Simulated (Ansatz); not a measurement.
The system is Tl.

```
CELL_PARAMETERS angstrom
3.45600 0.00000 0.00000
-1.72800 2.99298 0.00000
0.00000 0.00000 5.52500
ATOMIC_POSITIONS crystal
Tl 0.66667 0.33333 0.75000
Tl 0.33333 0.66667 0.25000
```

Base run:

```yaml
Program: Ansatz 0.2.0
Functional: LDA
Potentials_or_basis: all-electron LAPW, relativistic spinors
Cutoff: 167 eV (chosen from the basis error)
Basis_error_allowed: 0.001 eV/atom
k_mesh: 7 × 7 × 4
Occupations: fermi-dirac, width 0.05 eV
Spin: spin-orbit coupling, no magnetisation
```

Its results: pressure -2.3 GPa.

Problem. The run is repeated on the same cell with these changes: potentials or basis from all-electron LAPW, relativistic spinors to all-electron LAPW, scalar-relativistic; spin from spin-orbit coupling, no magnetisation to no spin polarisation. What comes out?

Solution. Pressure -1.7 GPa.

Caveats: the k mesh is thin for a metal, which can move the energy by tens of meV per atom.
